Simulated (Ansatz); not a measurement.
C: one atom moved along a line

These are results of DFT PBE, scalar-relativistic, plane waves, PAW in Ansatz, not measurements. Settings: plane waves to 420 eV, k-mesh 12×12×6 (Γ-centred), Gaussian smearing 0.05 eV. No spin polarisation. Energies are free energies at this smearing, counted from the undisturbed cell; pressure is positive in compression.

Reference structure (relaxed at this level):

```
C
1.0
     2.51156    0.00000    0.00000
    -1.25578    2.17508    0.00000
     0.00000    0.00000    4.18036
C
4
Cartesian
  0.0000 1.4501 0.2622
  1.2558 0.7250 2.3524
  0.0000 1.4501 1.8279
  1.2558 0.7250 3.9181
```

Atom 1 (C) is moved by x along the Cartesian unit vector (-0.500, -0.866, 0.000); the cell and all other atoms stay fixed.

| x (Å) | ΔE (meV/cell) | force along x on the moved atoms (eV/Å) | pressure (GPa) | gap on the mesh (eV) |
| --- | --- | --- | --- | --- |
| -0.1000 | 184.4 | 3.68 | 1.8 | 2.51 |
| -0.0500 | 46.2 | 1.85 | 0.4 | 2.98 |
| 0.0000 | 0.0 | 0.00 | 0.0 | 3.35 |
| 0.0125 | 2.9 | -0.46 | 0.0 | 3.27 |
| 0.0250 | 11.5 | -0.92 | 0.1 | 3.18 |
| 0.0375 | 26.0 | -1.38 | 0.3 | 3.09 |
| 0.0625 | 72.1 | -2.31 | 0.7 | 2.87 |
| 0.0750 | 103.8 | -2.77 | 1.0 | 2.76 |
| 0.0875 | 141.2 | -3.22 | 1.4 | 2.64 |

By symmetry 0.1000 repeats -0.1000, -0.0750 repeats 0.0750, 0.0500 repeats -0.0500, -0.0250 repeats 0.0250 in energy, with the opposite slope along the path.